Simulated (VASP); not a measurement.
Crystal: InP.

```
In P
1.0
     0.00000    2.77240    2.77240
     2.77240    0.00000    2.77240
     2.77240    2.77240    0.00000
In P
1 1
Direct
  0.00000 0.00000 0.00000
  0.50000 0.50000 0.50000
```

Measurements of this composition are mostly on another form, of space group No. 216.

```yaml
Program: VASP 6.6.1
Task: relaxation of cell and atoms
Functional: PBE
Dispersion: D3(BJ)
Potentials_or_basis: VASP PAW PBE potentials, release 64 (In_d, P)
Cutoff: 600 eV
k_mesh: 18 × 18 × 18
Occupations: gaussian, width 0.1 eV
Spin: no spin polarisation
```

At the start: pressure -3.1 GPa; volume 21.31 Å³/atom.

Where does the relaxation end?

Over 3 steps the energy falls by 8.7 meV/atom and the volume is 20.44 Å³/atom (-4.1 %); space group Fm-3m (No. 225, to 0.05 Å).

Step by step:
| step | energy change (eV) | largest force (eV/Å) | pressure (GPa) | volume (Å³) |
| --- | --- | --- | --- | --- |
| 1 | 0.0000 | 0.0000 | -3.06 | 42.62 |
| 2 | -0.0139 | 0.0000 | 1.47 | 40.16 |
| 3 | -0.0173 | 0.0000 | -0.11 | 40.88 |

Final structure:
```xyz
2
Lattice="0.0000 2.7342 2.7342 2.7342 0.0000 2.7342 2.7342 2.7342 0.0000" Properties=species:S:1:pos:R:3 pbc="T T T"
In    0.0000    0.0000    0.0000
P     2.7342    2.7342    2.7342
```

Caveat: pairwise dispersion overbinds metals, which lowers pressure and volume.
